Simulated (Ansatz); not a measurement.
**C: a line through an energy map**

One line of a two-coordinate grid on C (P6_3/mmc, No. 194; 4 atoms in the cell): volume per atom is varied, at c/a of the conventional cell = 3.022.

The COD entry's cell or inner coordinates are ideal or old and differ from later refinements, so a difference from it is no clean test against experiment.

Method: DFT PBEsol+D3(BJ), scalar-relativistic, plane waves, PAW, in Ansatz 0.2.0.

16 further runs of the same task are left out: 16 set aside as unsound or not needed. Runs told in other sessions of the task aren't counted.

## 1. The structure to begin with

It takes space group P6_3/mmc (No. 194, hexagonal). The conventional cell has a = 2.458 Å, b = 2.458 Å, c = 6.580 Å, α = 90.00°, β = 90.00°, γ = 120.00°. Around C (site symmetry -6m2) lie 3 C at 1.42 Å.

As a file:

```cif
data_structure
_symmetry_space_group_name_H-M 'P 1'
_symmetry_Int_Tables_number 1
_cell_length_a 2.4580
_cell_length_b 2.4580
_cell_length_c 6.5801
_cell_angle_alpha 90.000
_cell_angle_beta 90.000
_cell_angle_gamma 120.000
_cell_volume 34.43
loop_
_atom_site_label
_atom_site_type_symbol
_atom_site_fract_x
_atom_site_fract_y
_atom_site_fract_z
_atom_site_occupancy
C1 C 0.00000 0.00000 0.00250 1
C2 C 0.00000 0.00000 0.50250 1
C3 C 0.33333 0.66667 0.00250 1
C4 C 0.66667 0.33333 0.50250 1
```

It is the result of an earlier relaxation at this level (volume 8.61 Å³/atom; gap on the mesh: none (metal)).

## 2. Plan of the line

The energy is mapped over volume and the cell's shape.

- volume per atom: 7 values from 7.57 to 9.64 Å³
- c/a of the conventional cell: 7 values from 2.232 to 3.211

Nothing else is relaxed (symmetry fixes all fractional coordinates). Energies count from the relaxed crystal. Points are written as (first, second).

## 3. Point (7.57 Å³, 3.022)

input.yaml reads:

```yaml
crystal:
  lattice:
    - [2.26206821, 0.0, 0.0]
    - [-1.131034105, 1.9590085349, 0.0]
    - [0.0, 0.0, 6.8366487511]
  atoms:
    - { symbol: C, position: [0.0, 0.0, 0.0025] }
    - { symbol: C, position: [0.0, 0.0, 0.5025] }
    - { symbol: C, position: [0.3333333333, 0.6666666667, 0.0025] }
    - { symbol: C, position: [0.6666666667, 0.3333333333, 0.5025] }
basis:
  ecutwfc: 520.0
kpoints:
  mp_grid: { grid: [21, 21, 8] }
hamiltonian:
  xc: pbesol
  pseudopotentials: { kind: paw, azcp: { folder: soft_1 } }
  dispersion: d3bj
scf:
  occupations: { method: gaussian, width: 0.15 }
output:
  forces: true
  stress: true
  eigenvalues: true
  write_density: true
  write_potential: true
  elf: true
  volumetric_format: npy
```

Started as:

```sh
$ ansatz run input.yaml --threads 2 --pin off --max-ram 4096MiB --backend cpu --events-out ev --progress --plain --runs-dir out
```

Further runs follow: the other points of the line.

What does the calculation give? Wanted: for each run, volume per atom; energy; slope; pressure.

As calculated:

```
volume per atom (Å³)  step  energy (meV/atom)  slope (meV/atom per Å³)  pressure (GPa)
                7.57     3                555                     −603              97
                7.92     –                372                     −463              74
                8.26     –                233                     −347              56
                8.61     4                132                     −245              39
                8.95     5                 63                     −154              25
                9.30     6                 24                      −76              12
                9.64     7                 10                      −10               2
```

Energies count from the relaxed crystal. Rows without a step come from runs not printed here or follow by symmetry. Slopes come from the forces (and the stress, where the cell changes), not from differences of energies.

In words: Along this line the energy keeps falling to 9.64 Å³, the edge of the range. The highest point computed, at 7.57 Å³, lies 546 meV/atom above the lowest. This is one cut through a surface in two coordinates; the map's lowest point lies off it.
